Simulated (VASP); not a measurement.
# PbSe, equation of state: which settings are enough?

PbSe, Fm-3m (no. 225), 2 atoms in the cell. RevPBE; PAW potentials Pb_d, Se (PBE set). VASP 6.6.1.

Wanted: equilibrium volume within 0.5 %; bulk modulus within 2.5 %.

What the run is for: choice of potentials; Accuracy asked: standard; Volumes (times the given one): 0.91, 0.94, 0.97, 1, 1.03, 1.06, 1.09.

## Potentials and cutoff

| Potentials and cutoff | Equilibrium volume (Å³/atom) | Bulk modulus (GPa) | Time (s) |
|---|---|---|---|
| Pb_d_GW Se_GW, ENCUT 450 | 30.85 | 43.83 | 96 |
| Pb_d Se, ENCUT 450 | 30.86 | 43.42 | 77 |
| Pb Se, ENCUT 450 | 30.62 | 44.81 | 57 |

Chosen: Pb_d Se, ENCUT 450; it saves 19.0 s of 96, so Pb_d_GW Se_GW, ENCUT 450 would do nearly as well.

## All choices together

| Input | Equilibrium volume (Å³/atom) | Bulk modulus (GPa) | Time (s) |
|---|---|---|---|
| chosen settings | 30.86 | 43.42 | 77 |
| reference settings throughout | 30.85 | 43.83 | 96 |

The tolerance is met.

## The input

INCAR:
```
GGA = RE ; ISMEAR = 0
SIGMA = 0.03 ; LWAVE = False
LCHARG = False ; ISIF = 2
NSW = 0 ; ENCUT = 450
PREC = Accurate ; LASPH = True
LREAL = False ; ALGO = Normal
EDIFF = 1E-7 ; NELM = 120
GGA_COMPAT = False ; EFERMI = MIDGAP
```

KPOINTS:
```
k-points
0
Gamma
  6 6 6
```

POSCAR.step1:
```
PbSe
1.0
    0.0000000000      2.9659293354      2.9659293354
    2.9659293354      0.0000000000      2.9659293354
    2.9659293354      2.9659293354      0.0000000000
Pb Se
1 1
Direct
    0.0000000000      0.0000000000      0.0000000000
    0.5000000000      0.5000000000      0.5000000000
```

POSCAR.step2:
```
PbSe
1.0
    0.0000000000      2.9981702236      2.9981702236
    2.9981702236      0.0000000000      2.9981702236
    2.9981702236      2.9981702236      0.0000000000
Pb Se
1 1
Direct
    0.0000000000      0.0000000000      0.0000000000
    0.5000000000      0.5000000000      0.5000000000
```

POSCAR.step3:
```
PbSe
1.0
    0.0000000000      3.0297322296      3.0297322296
    3.0297322296      0.0000000000      3.0297322296
    3.0297322296      3.0297322296      0.0000000000
Pb Se
1 1
Direct
    0.0000000000      0.0000000000      0.0000000000
    0.5000000000      0.5000000000      0.5000000000
```

POSCAR.step4:
```
PbSe
1.0
    0.0000000000      3.0606500000      3.0606500000
    3.0606500000      0.0000000000      3.0606500000
    3.0606500000      3.0606500000      0.0000000000
Pb Se
1 1
Direct
    0.0000000000      0.0000000000      0.0000000000
    0.5000000000      0.5000000000      0.5000000000
```

POSCAR.step5:
```
PbSe
1.0
    0.0000000000      3.0909554363      3.0909554363
    3.0909554363      0.0000000000      3.0909554363
    3.0909554363      3.0909554363      0.0000000000
Pb Se
1 1
Direct
    0.0000000000      0.0000000000      0.0000000000
    0.5000000000      0.5000000000      0.5000000000
```

POSCAR.step6:
```
PbSe
1.0
    0.0000000000      3.1206779849      3.1206779849
    3.1206779849      0.0000000000      3.1206779849
    3.1206779849      3.1206779849      0.0000000000
Pb Se
1 1
Direct
    0.0000000000      0.0000000000      0.0000000000
    0.5000000000      0.5000000000      0.5000000000
```

POSCAR.step7:
```
PbSe
1.0
    0.0000000000      3.1498448903      3.1498448903
    3.1498448903      0.0000000000      3.1498448903
    3.1498448903      3.1498448903      0.0000000000
Pb Se
1 1
Direct
    0.0000000000      0.0000000000      0.0000000000
    0.5000000000      0.5000000000      0.5000000000
```

Commands (each step's output is kept before the next begins):
```
cat potpaw_PBE.64/Pb_d/POTCAR potpaw_PBE.64/Se/POTCAR > POTCAR
cp POSCAR.step1 POSCAR
mpirun -np 1 vasp_std > vasp.out
cp POSCAR.step2 POSCAR
mpirun -np 1 vasp_std > vasp.out
cp POSCAR.step3 POSCAR
mpirun -np 1 vasp_std > vasp.out
cp POSCAR.step4 POSCAR
mpirun -np 1 vasp_std > vasp.out
cp POSCAR.step5 POSCAR
mpirun -np 1 vasp_std > vasp.out
cp POSCAR.step6 POSCAR
mpirun -np 1 vasp_std > vasp.out
cp POSCAR.step7 POSCAR
mpirun -np 1 vasp_std > vasp.out
```

Limits: Total energies under different potentials can't be compared; the cell and the gap can.

The chosen input took VASP 6.6.1 77 s on 1 core (AMD EPYC 7R13 (Zen 3)), a shared host.
